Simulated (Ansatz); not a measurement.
# Cs: the crystal squeezed far

An exercise on one series of results from a longer session: the logs are not shown, and one member is left open.

Program: Ansatz 0.2.0. Level of theory: DFT PBE, with the methods named in each step. These are calculated values, not measurements.

### The structure to begin with

The structure is hexagonal, space group P6_3/mmc (No. 194). Conventional cell: a = 5.492 Å, b = 5.492 Å, c = 17.848 Å, α = 90.00°, β = 90.00°, γ = 120.00°.

Coordinates:

```cif
data_structure
_symmetry_space_group_name_H-M 'P 1'
_symmetry_Int_Tables_number 1
_cell_length_a 5.4918
_cell_length_b 5.4918
_cell_length_c 17.8485
_cell_angle_alpha 90.000
_cell_angle_beta 90.000
_cell_angle_gamma 120.000
_cell_volume 466.20
loop_
_atom_site_label
_atom_site_type_symbol
_atom_site_fract_x
_atom_site_fract_y
_atom_site_fract_z
_atom_site_occupancy
Cs1 Cs 0.00000 0.00000 0.00000 1
Cs2 Cs 0.00000 0.00000 0.50000 1
Cs3 Cs 0.33333 0.66667 0.25000 1
Cs4 Cs 0.66667 0.33333 0.75000 1
```

Whether this phase is the stable one at these pressures isn't tested.

Atoms are numbered in the order of the input: Cs1, Cs2, Cs3, Cs4.

Set-up of the first run:

Contents of input.yaml:

```yaml
crystal:
  lattice:
    - [5.491843888, 0.0, 0.0]
    - [-2.745921944, 4.7560763206, 0.0]
    - [0.0, 0.0, 17.8484926358]
  atoms:
    - { symbol: Cs, position: [0.0, 0.0, 0.0] }
    - { symbol: Cs, position: [0.0, 0.0, 0.5] }
    - { symbol: Cs, position: [0.3333333333, 0.6666666667, 0.25] }
    - { symbol: Cs, position: [0.6666666667, 0.3333333333, 0.75] }
kpoints:
  mp_grid: { grid: [7, 7, 2] }
scf:
  occupations: { method: fermi_dirac, width: 0.05 }
hamiltonian:
  xc: pbe
  pseudopotentials: { kind: paw }
output:
  forces: true
  stress: true
  write_density: true
  write_potential: true
  elf: true
  volumetric_format: npy
relax:
  f_tol: 0.005
  max_steps: 40
  cell: {}
```

Command:

```bash
$ ansatz run input.yaml --threads 1 --pin off --max-ram 3072MiB --backend cpu --events-out ev --progress --plain --runs-dir out
```

Steps of the session up to this table: Cell relaxed at zero pressure, PAW; Volume scaled by 1, PAW; Shape and atoms relaxed at 0.85 of the volume, PAW; Volume scaled by 0.85, PAW; Shape and atoms relaxed at 0.65 of the volume, PAW; Volume scaled by 0.65, PAW; Shape and atoms relaxed at 0.55 of the volume, PAW; Volume scaled by 0.55, PAW; Shape and atoms relaxed at 0.4 of the volume, PAW; Volume scaled by 0.4, PAW; Volume scaled by 0.4, PAW (source ansatz).

One of the session's tables, all rows but one given; the rest of the session is left out.

 The rows PAW, 0.4 and PAW (source ansatz), 0.4 agree to the last digit and may rest on the same set-up.

| method | volume over the first | volume (Å³/atom) | pressure (GPa) |
| --- | --- | --- | --- |
| PAW | 1 | 116.549 | 0.01 |
| PAW | 0.85 | ? | ? |
| PAW | 0.65 | 75.757 | 1.67 |
| PAW | 0.55 | 64.102 | 2.90 |
| PAW | 0.4 | 46.620 | 5.70 |
| PAW (source ansatz) | 0.4 | 46.620 | 5.70 |

**Question.** Estimate the row for PAW, 0.85.

As computed: volume (Å³/atom): 99.067; pressure (GPa): 0.43. In the column «volume (Å³/atom)» it lies between PAW, 0.65 (75.757) and PAW, 1 (116.549).
